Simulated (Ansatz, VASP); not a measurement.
Cl in VASP and in Ansatz

The input INCAR:

```
SYSTEM = Cl
PREC = Accurate
ENCUT = 520
EDIFF = 1E-6
ISMEAR = -1
SIGMA = 0.05
LREAL = .FALSE.
LASPH = .TRUE.
NELM = 100
ALGO = Normal
ISIF = 2
LWAVE = .FALSE.
LCHARG = .FALSE.
NBANDS = 22
```

The input KPOINTS:

```
regular mesh
0
G
  7 7 4
  0 0 0
```

The input POSCAR:

```
Cl
1.0
    3.1658284216     -2.2649010965      0.0000000000
    3.1658284216      2.2649010965      0.0000000000
    0.0000000000      0.0000000000      8.2643724455
Cl
4
Direct
    0.3700000000      0.6300000000      0.4000000000
    0.1300000000      0.8700000000      0.9000000000
    0.6300000000      0.3700000000      0.6000000000
    0.8700000000      0.1300000000      0.1000000000
```

input.yaml

```yaml
crystal:
  lattice:
    - [3.1658284216, -2.2649010965, 0.0]
    - [3.1658284216, 2.2649010965, 0.0]
    - [0.0, 0.0, 8.2643724455]
  atoms:
    - { symbol: Cl, position: [0.37, 0.63, 0.4] }
    - { symbol: Cl, position: [0.13, 0.87, 0.9] }
    - { symbol: Cl, position: [0.63, 0.37, 0.6] }
    - { symbol: Cl, position: [0.87, 0.13, 0.1] }
hamiltonian:
  xc: lda
  pseudopotentials: { kind: paw }
kpoints:
  mp_grid: { grid: [7, 7, 4] }
scf:
  occupations: { method: fermi_dirac, width: 0.05 }
output:
  forces: true
  stress: true
  eigenvalues: true
```

Alike in both runs: task single point; functional LDA; k mesh 7 × 7 × 4; occupations fermi-dirac, width 0.05 eV; no spin polarisation.

|  | VASP | Ansatz |
| --- | --- | --- |
| version | VASP 6.6.1 | Ansatz 0.2.0 |
| potentials or method | VASP PAW LDA potentials, release 64 (Cl) | Ansatz PAW |
| plane-wave cutoff (eV) | 520 | 420 |
| valence electrons in the cell | 28 | 28 |

|  | VASP | Ansatz | Ansatz less VASP |
| --- | --- | --- | --- |
| gap on the k mesh at the Fermi level (eV) | 2.29 | 2.26 | -0.030 |
| least direct gap on the mesh (eV) | 2.35 | 2.32 | -0.030 |
| pressure (GPa) | -3.1 | -2.8 | +0.29 |
| largest component of the traceless stress (GPa) | 1.84 | 1.62 | -0.213 |
| rms of the force components (eV/Å) | 0.302 | 0.230 | -0.0724 |

Atom by atom the forces differ by 0.075 eV/Å (rms over components).

Caveats: an odd mesh through Γ misses points on the zone boundary, where band edges often lie (VASP); odd divisions of the mesh miss points on the zone boundary, where band edges often lie, so the gap on the mesh can be too wide (Ansatz); the PAW data sets come from PBE, with cores solved anew for the run's functional, which leaves a small shift of forces and pressure (Ansatz). LDA gaps usually lie below the measured ones, often by a third to a half.
